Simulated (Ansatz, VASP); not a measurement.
## Al (Al wire along [110], 2 atoms a period): VASP beside Ansatz

Wanted: the spread between two codes on one cell, functional and k mesh. The structure shown is the start of the Ansatz relaxation below; VASP solves that cell, so the two are compared at the walk's first step.

Method: plane waves, with VASP 6.6.1 beside it; single point at PBE, in Ansatz 0.2.0.

**1. Set-up**

The cell holds 2 atoms: 2 Al. Its edges and angles: a = 8.820 Å, b = 8.228 Å, c = 2.857 Å, α = 90.0°, β = 90.0°, γ = 90.0°. Vacuum lies along a and b. The structure's axis is c.

**2. Ansatz: relaxation, PBE**

Ansatz runs on its default PAW (the set named soft_2) files.

The two programs are compared at the cell with which this relaxation starts, whose forces are those of its first step.

The input, input.yaml:

```yaml
crystal:
  lattice:
    - [8.82, 0.0, 0.0]
    - [0.0, 8.228, 0.0]
    - [0.0, 0.0, 2.856711396]
  atoms:
    - { symbol: Al, position: [0.385487528, 0.41322314, 0.0] }
    - { symbol: Al, position: [0.614512472, 0.58682009, 0.5] }
kpoints:
  mp_grid: { grid: [1, 1, 29] }
scf:
  occupations: { method: fermi_dirac, width: 0.05 }
hamiltonian:
  xc: pbe
relax:
  cell: { fix: [a, b, alpha, beta, gamma] }
  max_steps: 60
```

On the command line:

```
$ ansatz run input.yaml --threads 4 --pin off --max-ram 16384MiB --backend cpu --events-out ev --progress --plain --runs-dir out
```

Numbers of over 12 decimals in the logs are rounded to 6 here.

Output:

```text
Engine: ansatz 0.2.0, aarch64-unknown-linux-gnu
Pseudopotentials: kind: paw
Pseudopotential: Al, paw, valence charge 3, recommended cutoff 420 eV (normal), Al.paw.azcp
Functional definition: PBE
  parameter kappa = 0.804
  parameter beta = 0.066725
  exchange = pbe_x(kappa = kappa, mu = beta*pi^2/3)
  correlation = pbe_c(beta = beta)
Crystal: 2 atoms, lattice volume = 207.314 Å³
Basis set: ecut = 420 eV, 4067 PW (Γ), exchange–correlation on 120×120×40 points (8 copies of the dense FFT grid, shifted against one another)
Bands: 7, of which v1, the nominal top of the filled ones, is band 3 counted from 1 (2 counted from 0)
Symmetry: 4 space group operations
Space group: P21/m (ITA 11), of the structure as read, at distance tolerance 5.9e-5 Å
k-points: 15 of 29
Non-local potential: Al, projectors of the file, l = 0: 2, l = 1: 2, l = 2: 1
PAW form: soft (Blöchl's): semilocal exchange-correlation on the pseudo side does not see the compensation charge
PAW one-centre angular grid: Al, 110 points (default); XC on 64 Gauss nodes
Initial density: superposition of atomic densities (neutral atoms: chi_scale 0, normalization atom), corrected by the library's trained network
Initial wavefunctions: pseudopotential atomic-orbital guess
Functional: x = pbe(κ = 0.804, μ = 0.219515), c = pbe(β = 0.066725)
SCF iter   1: F=—  HF=-1072.314727 eV  |F-HF|=—  |Δ(HF+E_count)|=         —  Δρ=1.58e-3  dr2=2.25e-2  ethr=1.77e-3  ⟨swp⟩=7.0  Hψ=1133  notcnv=0
preconditioner: auto → LDOS  [metal: Δε(μ)=0.014 eV  Ē_g=5.338 eV  σ=0.050 eV  W_gap=0.07  n_scr=10 (ndim 8)  ℏωp=6.3 eV  f_vac=0.405  D(μ)=2.25/eV (n_scr^D=8)  β→1.0]
SCF iter   2: F=—  HF=-1072.314366 eV  |F-HF|=—  |Δ(HF+E_count)|=   3.61e-4  Δρ=9.25e-4  dr2=2.37e-3  ethr=3.75e-4  ⟨swp⟩=2.9  Hψ=307  notcnv=0
SCF iter   3: F=—  HF=-1072.315146 eV  |F-HF|=—  |Δ(HF+E_count)|=   7.80e-4  Δρ=2.24e-4  dr2=4.91e-4  ethr=3.96e-5  ⟨swp⟩=2.1  Hψ=189  notcnv=0
SCF iter   4: F=—  HF=-1072.315148 eV  |F-HF|=—  |Δ(HF+E_count)|=   1.83e-6  Δρ=8.00e-5  dr2=4.94e-5  ethr=8.18e-6  ⟨swp⟩=2.8  Hψ=152  notcnv=0
SCF iter   5: F=—  HF=-1072.315220 eV  |F-HF|=—  |Δ(HF+E_count)|=   7.28e-5  Δρ=1.35e-5  dr2=1.36e-6  ethr=8.24e-7  ⟨swp⟩=2.5  Hψ=136  notcnv=0
SCF iter   6: F=-1072.315220 eV  HF=-1072.315221 eV  |F-HF|=8.57e-9  |Δ(HF+E_count)|=   1.76e-7  Δρ=1.61e-6  dr2=2.15e-8  ethr=1.67e-9  ⟨swp⟩=3.5  Hψ=408  notcnv=0
SCF 1 converged in 6 iterations: F = -1072.315220 eV  dr2 = 2.15e-8
  greatest PAW one-centre occupation: 0.512 electrons in one spin orbital (limit 2), on the Al atom at site 1 (counted from 0), in its partial waves of l = 0
relax step   1: F+E_penalty+E_count = -1072.31522049 eV  Δ(F+E_penalty+E_count) = +0.000e0 eV  max|allowed force component| = 3.182e-1 eV/Å  Δτ_max = 0.0000 Å  P = -1.248 GPa  Ω = 207.314 Å³  fix = [a, b, alpha, beta, gamma]  reactions: a -0.475, b -0.121 GPa; gamma +0.363 GPa/rad  (6 SCF iters, dr2 threshold 1.00e-7 eV, accepted)
[...]
relax step   2: F+E_penalty+E_count = -1072.54224426 eV  Δ(F+E_penalty+E_count) = -2.270e-1 eV  max|allowed force component| = 3.124e-2 eV/Å  Δτ_max = 0.0573 Å  P = -0.973 GPa  Ω = 197.210 Å³  energy of the carried Pulay correction = +4.686e-4 eV  fix = [a, b, alpha, beta, gamma]  reactions: a +0.007, b +0.130 GPa; gamma -0.005 GPa/rad  (5 SCF iters, dr2 threshold 2.00e-7 eV, accepted)
[...]
relax step  10: F+E_penalty+E_count = -1072.85755216 eV  Δ(F+E_penalty+E_count) = +1.323e-3 eV  max|allowed force component| = 1.343e-1 eV/Å  Δτ_max = 0.0858 Å  P = -0.018 GPa  Ω = 178.177 Å³  energy of the carried Pulay correction = +1.418e-3 eV  fix = [a, b, alpha, beta, gamma]  (6 SCF iters, dr2 threshold 1.26e-8 eV, rejected (line search))
[...]
relax step  11: F+E_penalty+E_count = -1072.85968963 eV  Δ(F+E_penalty+E_count) = -8.145e-4 eV  max|allowed force component| = 4.932e-3 eV/Å  Δτ_max = 0.0429 Å  P = -0.137 GPa  Ω = 178.178 Å³  energy of the carried Pulay correction = +1.418e-3 eV  fix = [a, b, alpha, beta, gamma]  reactions: a -0.537, b +0.130 GPa; gamma -0.001 GPa/rad  (7 SCF iters, accepted)
[...]
relax step  12: F+E_penalty+E_count = -1072.85979777 eV  Δ(F+E_penalty+E_count) = -1.081e-4 eV  max|allowed force component| = 4.810e-3 eV/Å  Δτ_max = 0.0225 Å  P = -0.139 GPa  Ω = 178.174 Å³  energy of the carried Pulay correction = +1.418e-3 eV  fix = [a, b, alpha, beta, gamma]  reactions: a -0.545, b +0.130 GPa; gamma -0.000 GPa/rad  (7 SCF iters, accepted)
[...]
relax step  13: F+E_penalty+E_count = -1072.85922880 eV  Δ(F+E_penalty+E_count) = +5.690e-4 eV  max|allowed force component| = 4.824e-3 eV/Å  Δτ_max = 0.0000 Å  P = -0.143 GPa  Ω = 178.174 Å³  fix = [a, b, alpha, beta, gamma]  reactions: a -0.547, b +0.127 GPa; gamma -0.000 GPa/rad  stress off target by 9.33e-3 GPa on what of the cell is left free  SCF on the basis re-selected at this cell (its energy is not comparable with the rows above)  (5 SCF iters)
basis re-selected at this cell: Δ(F+E_penalty+E_count) = +5.690e-4 eV, ΔP = -0.004 GPa vs the last step (what re-selecting the basis moved, of the pressure what is left beyond the Pulay correction that the steps carried, after the strain that the cell walked since its last selection, with what the two solves' SCF thresholds leave and, on support functions, any second-order correction that the steps lacked; it is no measure of the basis error at this ecutwfc). The dense FFT grid was sized anew with the basis: this SCF ran on 60×60×18 points, the steps before it on 60×60×20, so part of this shift can come from that change (see relax.cell in the input reference). [rest of the remark cut]
SCF converged after 5 iterations
Free energy (F): -1072.859229 eV
Harris-Foulkes:  -1072.859229 eV  (|F-HF|=2.27e-13)
Internal energy: -1072.852556 eV  (E = F + TS)
E sigma→0 (E₀):  -1072.855893 eV
Entropy (-TS):   -0.006672 eV (-3.336 meV/atom)
Fermi energy:    -1.869647 eV
--- Per-component energies (eV) ---
  E_band       = -32.171646
  E_kinetic    = 40.105645
  E_local      = -191.110553  (includes V_loc(G=0)·N_el)
  E_nonlocal   = 21.810163
  E_hartree    = 78.433545
  E_xc         = -75.323163
  E_vxc        = -52.265795  (∫ρ·V_xc dr)
  E_paw        = -934.943789  (= ΣΔE_a)
  E_vpaw       = -7.578187  (= ΣTr[D̂ρ^β])
  E_aug_tail   = -0.000004  (compensation charges beyond the density's cutoff)
  E_ewald      = -11.824400
  E_smearing   = -0.006672  (= −TS)
  E_closure    = 0.000000  (closes the sum)
  Σ components = -1072.859229   (vs F -1072.859229, Δ=0.00e0)
--- Forces (eV/Å), atoms counted from 1 ---
  atom   1  Al     0.00482373    -0.00000855     0.00000000
  atom   2  Al    -0.00482373     0.00000855    -0.00000000
  max |Σ_I F_I| component: 1.69e-21 eV/Å
--- Stress (GPa, compression-positive) ---
       -0.547195       0.000002      -0.000000
        0.000002       0.126555      -0.000000
       -0.000000      -0.000000      -0.009330
  P = ⅓ Tr σ = -0.1433 GPa (-1.433 kbar)
--- Relaxed structure (12 steps of the walk, 11 accepted, 1 SCFs on fresh bases) ---
  F+E_penalty+E_count = -1072.85922880 eV   max|allowed force component| = 4.824e-3 eV/Å   (the final SCF, on the basis selected at the relaxed cell)
  cell:  # Å, volume = 178.1743 Å³
    - [8.82, 0, 0.0]
    - [0, 8.228, 0.0]
    - [0.0, 0.0, 2.455173]
  atoms:
    - { symbol: Al, position: [0.362964, 0.500026, 0.0] }
    - { symbol: Al, position: [0.637036, 0.500017, 0.5] }
```

Reading the cycles: dr2 is the Hartree energy of the density residual (eV), the measure of convergence; HF is the Harris–Foulkes estimate of the energy, which meets the free energy F at convergence.

**3. VASP: single point, PBE, start cell**

The same cell, functional, mesh and smearing now go to VASP, with its own data sets.

Lines of VASP's logs that name or quote its potential files are left out, and so is its time.

The input, INCAR:

```
SYSTEM = Al
PREC = Accurate
ENCUT = 400
EDIFF = 1E-06
NELM = 120
ISMEAR = -1
SIGMA = 0.05
LREAL = .FALSE.
ALGO = Normal
GGA = PE
NBANDS = 9
LORBIT = 11
LWAVE = .FALSE.
LCHARG = .FALSE.
ISIF = 2
LASPH = .TRUE.
GGA_COMPAT = .FALSE.
```

The input, POSCAR:

```
Al
1.0
    8.8200000000      0.0000000000      0.0000000000
    0.0000000000      8.2280000000      0.0000000000
    0.0000000000      0.0000000000      2.8567110000
Al
2
Direct
    0.3854875283      0.4132231405      0.0000000000
    0.6145124717      0.5868201264      0.5000001750
```

The input, KPOINTS:

```
Automatic mesh
0
Gamma
1 1 29
0 0 0
```

The projector-augmented-wave data sets are Al (PBE family, release 64).

On the command line:

```
$ mpirun -np 1 vasp_std
```

Output:

```text
[banner, memory and clock lines left out]
running    1 mpi-ranks, on    1 nodes
 distrk:  each k-point on    1 cores,    1 groups
 distr:  one band on    1 cores,    1 groups

 POSCAR found type information on POSCAR Al
 POSCAR found :  1 types and       2 ions
 LDA part: xc-table for (Slater+PW92), standard interpolation
 POSCAR, INCAR and KPOINTS ok, starting setup
 FFT: planning ... GRIDC
 FFT: planning ... GRID_SOFT
 FFT: planning ... GRID
 WAVECAR not read
 entering main loop
       N       E                     dE             d eps       ncg     rms          rms(c)
DAV:   1     0.743497253657E+01    0.74350E+01   -0.15194E+03   270   0.336E+02
DAV:   2    -0.467921004089E+01   -0.12114E+02   -0.11300E+02   403   0.453E+01
DAV:   3    -0.504966915629E+01   -0.37046E+00   -0.36647E+00   355   0.891E+00
DAV:   4    -0.505731250720E+01   -0.76434E-02   -0.76428E-02   388   0.151E+00
DAV:   5    -0.505751364279E+01   -0.20114E-03   -0.20113E-03   402   0.227E-01    0.174E+00
DAV:   6    -0.487310300711E+01    0.18441E+00   -0.29389E-01   293   0.158E+00    0.980E-01
DAV:   7    -0.480178515909E+01    0.71318E-01   -0.27145E-01   309   0.164E+00    0.236E-01
DAV:   8    -0.480019944173E+01    0.15857E-02   -0.19776E-02   348   0.695E-01    0.112E-01
DAV:   9    -0.480053706895E+01   -0.33763E-03   -0.38223E-03   313   0.250E-01    0.574E-02
DAV:  10    -0.480106194021E+01   -0.52487E-03   -0.30363E-04   286   0.110E-01    0.235E-02
DAV:  11    -0.480154524137E+01   -0.48330E-03   -0.26399E-04   273   0.939E-02    0.160E-02
DAV:  12    -0.480169305272E+01   -0.14781E-03   -0.11236E-04   289   0.575E-02    0.134E-02
DAV:  13    -0.480170089053E+01   -0.78378E-05   -0.12850E-05   290   0.218E-02    0.283E-03
DAV:  14    -0.480170230792E+01   -0.14174E-05   -0.13426E-06   319   0.825E-03    0.117E-03
DAV:  15    -0.480170273989E+01   -0.43197E-06   -0.39782E-07   248   0.415E-03
   1 F= -.48017027E+01 E0= -.47931315E+01  d E =-.171425E-01
```

OUTCAR, selected parts (step 3):

```text
ion  position               nearest neighbor table
   1  0.385  0.413  0.000-   2 2.86   2 2.86
   2  0.615  0.587  0.500-   1 2.86   1 2.86

  LATTYP: Found a simple orthorhombic cell.
 ALAT       =     2.8567110000
 B/A-ratio  =     2.8802353476
 C/A-ratio  =     3.0874666706

 Subroutine GETGRP returns: Found  4 space group operations
 (whereof  2 operations were pure point group operations)

The static configuration has the point symmetry C_1h.
 The point group associated with its full space group is C_2h.

 Found     15 irreducible k-points:

   k-points           NKPTS =     15   k-points in BZ     NKDIM =     15   number of bands    NBANDS=      9

   dimension x,y,z NGX =    60 NGY =   54 NGZ =   20
   dimension x,y,z NGXF=   120 NGYF=  108 NGZF=   40

   ENCUT  =  400.0 eV  29.40 Ry    5.42 a.u.  14.38 13.42  4.66*2*pi/ulx,y,z

   NELECT =       6.0000    total number of electrons

 k-points in reciprocal lattice and weights: Automatic mesh
   0.00000000  0.00000000  0.00000000       0.034
   0.00000000  0.00000000  0.03448276       0.069
   0.00000000  0.00000000  0.06896552       0.069
   0.00000000  0.00000000  0.10344828       0.069
   0.00000000  0.00000000  0.13793103       0.069
   0.00000000  0.00000000  0.17241379       0.069
   0.00000000  0.00000000  0.20689655       0.069
   0.00000000  0.00000000  0.24137931       0.069
   0.00000000  0.00000000  0.27586207       0.069
[...]
0.00000000  0.00000000  0.44827586       0.069
   0.00000000  0.00000000  0.48275862       0.069

 average (electrostatic) potential at core
       1 -82.9266       2 -82.9266

 E-fermi :  -2.1963

 k-point     1 :       0.0000    0.0000    0.0000
  band No.  band energies     occupation
      1      -9.1086      2.00000
      2      -6.2922      2.00000
      3      -2.9041      2.00000
      4      -2.7267      1.99995
      5      -0.9083      0.00000
      6       1.0519      0.00000
      7       1.3788      0.00000
      8       2.6914      0.00000
      9       2.8349      0.00000

 k-point     2 :       0.0000    0.0000    0.0345
  band No.  band energies     occupation
      1      -9.0872      2.00000
      2      -6.2710      2.00000
      3      -2.8836      2.00000
      4      -2.7065      1.99993
      5      -0.8880      0.00000
      6       1.0733      0.00000
      7       1.3982      0.00000
      8       2.7127      0.00000
      9       2.8564      0.00000

 k-point     3 :       0.0000    0.0000    0.0690
  band No.  band energies     occupation
      1      -9.0229      2.00000
      2      -6.2072      2.00000
      3      -2.8219      1.99999
      4      -2.6459      1.99975
      5      -0.8270      0.00000
      6       1.1372      0.00000
      7       1.4555      0.00000
      8       2.7765      0.00000
      9       2.9208      0.00000

  Total       -0.6150861     -0.1580320     -4.0791213     -0.4688056      0.0000000      0.0000000
  in kB       -4.7535419     -1.2213111    -31.5244868     -3.6230488      0.0000000      0.0000000
  external PRESSURE =     -12.4997799 kB  Pullay stress =       0.0000000 kB

  energy-cutoff  :      400.00
  volume of cell :      207.31
      direct lattice vectors                 reciprocal lattice vectors
     8.820000000  0.000000000  0.000000000     0.113378685  0.000000000  0.000000000
     0.000000000  8.228000000  0.000000000     0.000000000  0.121536218  0.000000000
     0.000000000  0.000000000  2.856711000     0.000000000  0.000000000  0.350052910

 POSITION                                       TOTAL-FORCE (eV/Angst)
 -----------------------------------------------------------------------------------
      3.40000      3.40000      0.00000         0.317982      0.262153      0.000000
      5.42000      4.82836      1.42836        -0.317982     -0.262153      0.000000
 -----------------------------------------------------------------------------------
    total drift:                               -0.000000     -0.000008      0.000011

  FREE ENERGIE OF THE ION-ELECTRON SYSTEM (eV)
  ---------------------------------------------------
  free  energy   TOTEN  =        -4.8017027399 eV

  energy  without entropy=       -4.7845602637  energy(sigma->0) =       -4.79313150

 total charge
# of ion       s       p       d       tot
------------------------------------------
    1        0.513   0.239   0.000   0.752
    2        0.513   0.239   0.000   0.752
--------------------------------------------------
tot          1.026   0.478   0.000   1.504

[... 3 further parts left out ...]
```

**4. Side by side**

Known differences besides the potentials themselves: the cutoff is 420 eV in Ansatz and 400 eV in VASP. Total energies have different zeros and are not compared.

Forces (eV/Å; atoms numbered as in POSCAR):

```csv
atom,"Ansatz x, y, z","VASP x, y, z"
Al1,"0.318, 0.262, 0.000","0.318, 0.262, 0.000"
Al2,"-0.318, -0.262, 0.000","-0.318, -0.262, 0.000"
```

The forces differ by 0.2 meV/Å r.m.s., which is 0.1 % of the r.m.s. force of 0.238 eV/Å (both taken over all components).

**5. Summary of results**

| Quantity | Value |
| --- | --- |
| r.m.s. force difference (single point, PBE, start cell) | 0.076 % of the r.m.s. force |

**Reading.** The r.m.s. force difference is 0.076 % of the r.m.s. force (single point, PBE, start cell), within the 3 % picked in this series as the mark of a large difference. 1 further run of this series is not shown here. How closely two codes agree says nothing of how well the functional describes the real material.

[Lines on the potential files, build, host, timing and source positions are cut from VASP's logs without a mark.]

[Logs are printed without paths, hosts, clocks, repeated set-up lines and the standing remarks that a program may print on its own settings, such as how far it seeks lower states.]

[Hosts, paths, dates, database ids (printed as entryN), source tags and the programs' standing remarks are cut or masked in the printed files.]
